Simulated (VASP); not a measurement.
# Ca: single point with PBE

The system is Ca, a slab with vacuum.

```
Ca
1.0
     3.81429    0.00000    0.00000
     1.26444    3.59861    0.00000
     0.00000    0.00000   24.33655
Ca
4
Direct
  0.25310 0.25310 0.30818
  0.75516 0.75516 0.43606
  0.25723 0.25723 0.56394
  0.75929 0.75929 0.69182
```

The slab is cut from a database's or a generator's crystal, which needn't be the stable form of the element.

The cell isn't the ideal one: the (1 0 1) slab of Ca, cut from the database cell, not relaxed.

```json
{"Program": "VASP 6.6.1", "Task": "single point", "Functional": "PBE", "Potentials or basis": "VASP PAW PBE potentials, release 64 (Ca_sv)", "Cutoff": "520 eV", "k mesh": "7 × 7 × 1", "Occupations": "fermi-dirac, width 0.05 eV", "Spin": "no spin polarisation", "Dipole correction": "yes", "Further INCAR settings": "ALGO = Normal; EDIFF = 1e-07; NBANDS = 28"}
```

The largest force is 0.132 eV/Å and the band gap on the k mesh is none (metal or under the smearing width).

Forces on the atoms (eV/Å):
```
Ca   0.000  0.000  0.132
Ca   0.000  0.000 -0.103
Ca   0.000  0.000  0.103
Ca   0.000  0.000 -0.132
```

Levels at points of the mesh, in eV from the Fermi level:
```tsv
k point	band 17	band 18	band 19	band 20	band 21	band 22	band 23	band 24
(0.00, 0.00, 0.00)	-3.89	-3.37	-2.55	-1.55	-0.04	0.37	0.91	1.27
```

Run time: 3.9 min on 1 thread of Intel(R) Xeon(R) Platinum 8259CL CPU @ 2.50GHz (Skylake/Cascade Lake) (shared host), peak memory 0.43 GiB.
